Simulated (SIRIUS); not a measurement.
Fe:

```
CELL_PARAMETERS angstrom
-1.44300 1.44300 1.44300
1.44300 -1.44300 1.44300
1.44300 1.44300 -1.44300
ATOMIC_POSITIONS crystal
Fe 0.00000 0.00000 0.00000
```

| Property | Result |
| --- | --- |
| Program | SIRIUS 7.12.0 |
| Task | relaxation of cell and atoms |
| Functional | revPBE |
| Dispersion | D3(BJ) |
| Potentials or basis | PseudoDojo 0.4.1 PBE standard (scalar relativistic) |
| Cutoff | 1228 eV |
| Density cutoff | 4912 eV |
| k mesh | 6 × 6 × 6 |
| Occupations | fermi-dirac, width 0.05 eV |
| Spin | collinear spin, ferromagnetic start |
| Starting moments | [3.0] μB |

At the start: pressure -15.2 GPa; volume 12.02 Å³/atom.

**Question.** How do energy, volume and symmetry change on relaxing?

**Answer.** Over 4 steps the energy falls by 50.9 meV/atom and the volume is 11.06 Å³/atom (-8.0 %); space group Im-3m (No. 229, to 0.05 Å); moment 2.22 μB per cell.

The path:
```tsv
step	energy change (eV)	largest force (eV/Å)	pressure (GPa)	volume (Å³)
1	0.0000	0.0000	-15.24	12.02
2	-0.0417	0.0000	-7.47	11.44
3	-0.0502	0.0000	2.03	10.96
4	-0.0509	0.0000	-0.10	11.06
```

Final structure:
```cif
data_structure
_symmetry_space_group_name_H-M 'P 1'
_symmetry_Int_Tables_number 1
_cell_length_a 2.4311
_cell_length_b 2.4311
_cell_length_c 2.4311
_cell_angle_alpha 109.471
_cell_angle_beta 109.471
_cell_angle_gamma 109.471
_cell_volume 11.06
loop_
_atom_site_label
_atom_site_type_symbol
_atom_site_fract_x
_atom_site_fract_y
_atom_site_fract_z
_atom_site_occupancy
Fe1 Fe 0.00000 0.00000 0.00000 1
```

Caveat: the k mesh is coarse (spacing up to 0.51 Å⁻¹), so the values aren't converged; the potentials were made for another functional, which shifts forces and pressure; pairwise dispersion overbinds metals, which lowers pressure and volume.
